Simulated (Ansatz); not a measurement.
A series in volume per atom on MgO

Plane-wave density functional theory, PAW datasets, Gaussian smearing 0.05 eV: Kohn-Sham gaps of one periodic cell over its k-point mesh and, where one was run, its band path; band edges are those on the mesh. The results are calculated, by Ansatz 0.2.0.

Cell of the first row (space group Fm-3m, No. 225):
```
cell vectors (Å)
   0.0000     2.0988     2.0988
   2.0988     0.0000     2.0988
   2.0988     2.0988     0.0000
atoms (fractions of the cell vectors)
Mg  0.00000  0.00000  0.00000
O   0.50000  0.50000  0.50000
```

Settings of every row: paw set soft_2; functional PBE; spin treatment none; moment partition spheres; spin axis none; wave cutoff 420 eV; k mesh 14x14x14; SCF start atoms; lower state search light; symmetry use detected.

Atom first moment, atom hubbard u: 0 on all atoms.

Limits: the cell was measured well above room temperature; semilocal functionals tend to give too small a gap.

| row | volume per atom (Å³) | band gap (eV) | direct gap (eV) |
| --- | --- | --- | --- |
| 1 | 9.245 | 4.845 | 4.845 |
| 2 | 9.437 | 4.644 | 4.644 |
| 3 | 9.63 | 4.453 | 4.453 |
| 4 | 9.822 | 4.272 | 4.272 |
| 5 | 9.831 | 4.263 | 4.263 |
| 6 | 10.015 | ? | ? |

Question: what band gap should row 6 give?

Worked fit of band gap. Take t = volume per atom − 9.6, in Å³. The shown rows have t = -0.355, -0.163, 0.03, 0.222, 0.231. Least squares give band gap = 4.4818 − 0.9759 × t + 0.132 × t² eV; a straight line predicts inner rows, each left out in turn, worse (root mean square 0.0068 against 0.00073 eV). All shown rows lie on it to the printed digit. The withheld row has t = 0.415, so the fit gives 4.4818 − 0.9759 × (0.415) + 0.132 × (0.415)² = 4.100 eV.

The calculation gave 4.097 eV. The fit lies 0.003 eV (0.4 % of the column's range) above it; its largest miss of a shown row is 0.000 eV. This row lies beyond the range of the fit.

The other values of row 6: direct gap 4.097 eV.
